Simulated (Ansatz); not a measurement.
# V_H (site 1) in MgH2 (Pbcn): charge-transition levels and formation energies

Wanted: the transition levels of a vacancy in MgH2 (Pbcn), from a cell of 72 host atoms with 1 H taken out.

Calculated with Ansatz 0.2.0; place-levels on PBEsol runs: charge-transition levels and formation energies with image-charge correction and potential alignment at the atomic sites.

### Step 1. Set-up

The cell holds 71 atoms: 24 Mg and 47 H. Its edges and angles: a = 10.451 Å, b = 7.009 Å, c = 9.789 Å, α = 90.0°, β = 90.0°, γ = 98.6°. It derives from MgH2 (space group Pbcn). Nearest the centre at fractional (0.612, 0.494, 0.461): Mg12 at 1.90 Å, Mg43 at 1.94 Å, Mg2 at 1.99 Å, H58 at 2.48 Å, H34 at 2.65 Å, H14 at 2.70 Å, H49 at 2.70 Å, H21 at 2.70 Å.

The host's dielectric constants go in as inputs: (4.23, 4.33, 4.34) for the electrons alone, (11.82, 11.40, 11.83) with the ions, computed on the host (DFPT, PBEsol).

The cell's shortest repeat is 7.0 Å.

### Step 2. The runs of each charge state

Levels follow from differences of total energies between charge states, each relaxed by itself.

Each atom starts 0.08 Å or so off its site in a random direction. Forces are taken at one point at (¼, ¼, ¼). The cell holds 1 electron more than the neutral one, with a uniform background that keeps it neutral on the whole.

One of the inputs; charge, spin and start change from state to state.

File qm1.relax/input.yaml:

```yaml
crystal:
  lattice:
    - [8.95206301, 5.39366889, 0.0]
    - [-4.4760315, 5.39366889, 0.0]
    - [0.0, 0.0, 9.78929046]
  atoms:
    - { symbol: Mg, position: [0.11015604, 0.72031208, 0.375] }
    - { symbol: Mg, position: [0.44348938, 0.38697875, 0.375] }
[... 5 atom lines left out ...]
    - { symbol: Mg, position: [0.55651062, 0.61302125, 0.125] }
[... 2 atom lines left out ...]
    - { symbol: Mg, position: [0.44348938, 0.88697875, 0.375] }
    - { symbol: Mg, position: [0.77682271, 0.55364542, 0.375] }
[... 1 atom line left out ...]
    - { symbol: H, position: [0.54130769, 0.35261951, 0.21055013] }
[... 5 atom lines left out ...]
    - { symbol: H, position: [0.45869232, 0.14738049, 0.46055013] }
    - { symbol: H, position: [0.79202565, 0.81404716, 0.46055013] }
[... 10 atom lines left out ...]
    - { symbol: H, position: [0.72131045, 0.67261675, 0.21055013] }
[... 1 atom line left out ...]
    - { symbol: H, position: [0.45869232, 0.64738049, 0.28944987] }
    - { symbol: H, position: [0.79202565, 0.31404716, 0.28944987] }
[... 4 atom lines left out ...]
    - { symbol: Mg, position: [0.55651062, 0.11302125, 0.625] }
    - { symbol: Mg, position: [0.88984396, 0.77968792, 0.625] }
[... 1 atom line left out ...]
    - { symbol: Mg, position: [0.55651062, 0.61302125, 0.625] }
    - { symbol: Mg, position: [0.88984396, 0.27968792, 0.625] }
[... 4 atom lines left out ...]
    - { symbol: H, position: [0.54130769, 0.35261951, 0.71055013] }
[... 8 atom lines left out ...]
    - { symbol: H, position: [0.38797711, 0.50595008, 0.53944987] }
    - { symbol: H, position: [0.72131045, 0.17261675, 0.53944987] }
[... 4 atom lines left out ...]
    - { symbol: H, position: [0.54130769, 0.85261951, 0.53944987] }
    - { symbol: H, position: [0.87464102, 0.51928618, 0.53944987] }
[... 2 atom lines left out ...]
    - { symbol: H, position: [0.72131045, 0.67261675, 0.71055013] }
[... 2 atom lines left out ...]
    - { symbol: H, position: [0.79202565, 0.31404716, 0.78944987] }
  host:
    repeats: [1, 1, 2]
    atoms:
      - { symbol: Mg, position: [0.11015604, 0.72031208, 0.75] }
      - { symbol: Mg, position: [0.44348938, 0.38697875, 0.75] }
      # ... 34 more atoms of the perfect host
total_charge: -1
basis:
  ecutwfc: 420
  xc_grid: 2
hamiltonian:
  xc: pbesol
kpoints:
  mp_grid: { grid: [1, 1, 1], shift: [0.25, 0.25, 0.25] }
scf:
  occupations: { method: fixed }
  max_iter: 60
output:
  forces: true
  charged_corrections:
    epsilon: [4.23, 4.33, 4.34]
    static_epsilon: [11.82, 11.4, 11.83]
    defect_position: [0.612208, 0.496723, 0.459906]
relax:
  f_tol: 0.02
  max_steps: 80
  random_displacement: { amplitude: 0.08, seed: 202 }
checkpoint:
  write: "../qm1.relax.run"
  compress: false
  write_wavefunctions: true
  write_every: 100000
```

The run is started by

```sh
ansatz run input.yaml --threads 2 --pin off --max-ram 3768MiB --backend cpu --events-out ev --progress --plain --runs-dir out
```

The run of this state that the levels use, under PBEsol:

File qm1.point/input.yaml:

```yaml
crystal:
  checkpoint: "../qm1.relax.run"
  host: checkpoint
total_charge: -1
basis:
  ecutwfc: 420
  xc_grid: 2
hamiltonian:
  xc: pbesol
kpoints:
  mp_grid: { grid: [1, 1, 1], shift: [0.25, 0.25, 0.25] }
scf:
  occupations: { method: fixed }
  max_iter: 60
output:
  forces: true
  eigenvalues: true
  charged_corrections:
    epsilon: [4.23, 4.33, 4.34]
    static_epsilon: [11.82, 11.4, 11.83]
    defect_position: [0.612208, 0.496723, 0.459906]
  eigenstates: { localisation: true }
  populations: true
  band_densities: [{ bands: [v1, v1] }, { bands: [c1, c1] }]
  write_density: true
  write_potential: true
  volumetric_format: npy
checkpoint:
  read: "../qm1.relax.run"
  write: "../qm1.point.run"
  compress: false
  write_wavefunctions: false
  write_every: 100000
```

Relaxations under PBEsol at one point at (¼, ¼, ¼); times on 2 threads of Arm Neoverse V2, shared host:

```tsv
charge	moment (μB)	occupations	outcome	steps	largest displacement against the far atoms (Å)	time
−1	0	fixed	converged	6	0.30	47 s
0	1	fixed	converged	4	0.04	68 s
+1	0	fixed	converged	4	0.34	35 s
```

Single points under PBEsol at one point at (¼, ¼, ¼); times on 2 threads of Arm Neoverse V2, shared host:

```tsv
charge	moment (μB)	occupations	outcome	time
−1	0	fixed	converged	9.3 s
0	1	fixed	converged	27 s
+1	0	fixed	converged	9.5 s
```

Distances (Å) from the ideal centre to the nearest atoms after relaxation with PBEsol:

```tsv
charge	moment (μB)	1.	2.	3.	4.	5.	6.
−1	0	Mg 1.61	Mg 1.79	Mg 1.87	H 2.50	H 2.70	H 2.75
0	1	Mg 1.88	Mg 1.95	Mg 2.03	H 2.44	H 2.64	H 2.69
+1	0	Mg 2.24	Mg 2.24	Mg 2.24	H 2.36	H 2.45	H 2.60
```

### Step 3. Levels against the band edges, PBEsol

A charged cell interacts with its images and the background, and its potential has another zero than the host's. place-levels removes the first by a point-charge model, screened by the static dielectric constant since the ions have relaxed around the charge, and the second by comparing potentials at atoms far from the defect.

The host is a run of the defect-free crystal in the same cutoffs, grids and k-points, so that basis and sampling errors cancel in part in the differences. The host is run in a cell of 36 atoms on a matching mesh. Its band edges are searched through the zone by a band path, so the gap is smaller than, or equal to, that on the mesh. Chemical potentials are energies per atom of H (H2 molecule), run with the same functional and cutoff.

File levels.point.yaml:

```yaml
host:
  run: host.point.run
states: [qm1.point.run, q0_M1.point.run, qp1.point.run]
geometry_from:
  qm1.point.run: qm1.relax.run
  q0_M1.point.run: q0_M1.relax.run
  qp1.point.run: qp1.relax.run
  host.point.run: host.relax.run
chemical_potentials:
  H:
    energy: -15.609288
    dataset: "<sha256 of the dataset>"
```

The run is started by

```sh
ansatz place-levels levels.point.yaml -- --threads 2 --pin off --max-ram 3768MiB
```

Log:

```text
[... repeated set-up lines and file paths are left out, and long positions are rounded to six places ...]
(+1/0) 2.284 eV above the valence edge, 1.113 eV under the conduction edge
(0/-1) 2.744 eV above the valence edge, 0.653 eV under the conduction edge
formation energy of charge +1: -0.934 eV with the Fermi level at the valence edge
formation energy of charge 0: +1.350 eV with the Fermi level at the valence edge
formation energy of charge -1: +4.094 eV with the Fermi level at the valence edge
  edges by pbesol, gap 3.397 eV; the host is sampled to repeats of 12.04 Å
  the defect's cells are sampled to repeats of 12.04 Å, like sampling
  charge +1: -46641.0543 eV with its correction of +0.181 eV, at epsilon [11.82, 11.4, 11.83], aligned at sites: -0.0069 eV, mean over 54 atomic sites at or beyond 3.50 Å from the host's site at [0.6120, 0.4940, 0.4606] by the defect at [0.6122, 0.4967, [...]
  charge 0: +0.000 eV for its dipole among its images, +0.001 omitted
  charge -1: -46631.3535 eV with its correction of +0.211 eV, at epsilon [11.82, 11.4, 11.83], aligned at sites: -0.0235 eV, mean over 54 atomic sites at or beyond 3.50 Å from the host's site at [0.6120, 0.4940, 0.4606] by the defect at [0.6122, 0.4967, [...]
  of states[2] (qp1.point.run): how wide its charge is, is not read beside other atoms or cores, and a band state would take no correction. [...]
  of states[1] (q0_M1.point.run): stability_check_not_made
  of states[0] (qm1.point.run): how wide its charge is, is not read beside other atoms or cores, and a band state would take no correction. [...]
```

Wall time 0.18 s (2 threads of Arm Neoverse V2, shared host).

Levels between the charges placed, in eV above the valence top:

```tsv
	gap (eV)	(+1/0)	(0/−1)
PBEsol	3.40	2.28	2.74
```

Corrections by state:

```tsv
charge	moment (μB)	image terms and alignment (eV)	band filling (eV)	ε used	over the lowest of its charge, as the program ranks them, band filling apart (eV)
+1	0.0	0.181	-	principal values (11.40, 11.82, 11.83)	0.000
0	1.0	0.000	-	-	0.000
−1	0.0	0.211	-	principal values (11.40, 11.82, 11.83)	0.000
```

From the program's caveats on the states, each cut to its opening words:

- charge +1, −1: how wide its charge is, is not read beside other atoms or cores, and a band state would take no correction
- charge +1: its displacements don't fall off away from the defect: farther atoms stand 0.052 Å off the host's places
- charge 0 (1 μB): flagged: stability check not made
- charge −1: its displacements don't fall off away from the defect: farther atoms stand 0.03 Å off the host's places

Chemical potentials of the elements' reference phases, run alike. Formation energies (elemental references), with the Fermi level at the valence top and at the conduction bottom (gap 3.40 eV):

```tsv
charge	at valence top (eV)	at conduction bottom (eV)	correction included (eV)
+1	-0.93	2.46	0.18
0	1.35	1.35	0.00
−1	4.09	0.70	0.21
```

| Fermi level (eV) | lowest formation energy (eV) |
| --- | --- |
| 0.00 | -0.93 |
| 0.31 | -0.63 |
| 0.62 | -0.32 |
| 0.93 | -0.01 |
| 1.23 | 0.30 |
| 1.54 | 0.61 |
| 1.85 | 0.92 |
| 2.16 | 1.23 |
| 2.47 | 1.35 |
| 2.78 | 1.31 |
| 3.09 | 1.01 |
| 3.40 | 0.70 |

The lowest state changes at 2.28 eV (+1/0) and 2.74 eV (0/−1) above the valence top. The formation energy turns negative for some Fermi levels (elemental references), which would push the Fermi level away from there.

### Step 4. Results

```
gap of the host                                                             : 3.40 eV (PBEsol)
level (plus 1/0)                                                            : 2.28 eV above the valence top
level (0/minus 1)                                                           : 2.74 eV above the valence top
lowest of the charges placed, just above the valence top (0.02 eV)          : +1
lowest of the charges placed, just below the conduction bottom (0.02 eV)    : −1
lowest formation energy at mid-gap of the charges run, elemental references : 0.76 eV
```

**Reading.** Of the charges placed (−1, 0 and +1), the lowest changes at 2.28 eV (+1/0) and 2.74 eV (0/−1) above the valence top, in a gap of 3.40 eV. Charges above +1 and below −1 were not placed, so these runs say nothing of levels that involve them. States placed: +1 at 0 μB; 0 at 1 μB; −1 at 0 μB. Other spin states or structures, where not listed, weren't placed. Keep in mind: one k-point off the zone centre stands for the whole zone; the images are only 7.0 Å apart; PBEsol makes the gap too small and tends to spread out bound carriers.

[Logs are printed without paths, hosts, clocks, repeated set-up lines and the standing remarks that a program may print on its own settings, such as how far it seeks lower states.]

[Hosts, paths, dates, database ids (printed as entryN), source tags and the programs' standing remarks are cut or masked in the printed files.]

[Where a table of states has a column of steps, it counts the stored structures, which are thinned; the runs took as many ionic steps or more.]

[A defect's name tells the site on which it was built; relaxed atoms can leave that site.]

[For some hosts the program warned that the k-mesh of the response run may be too coarse for force constants and the static dielectric constant; such warnings are not shown here.]
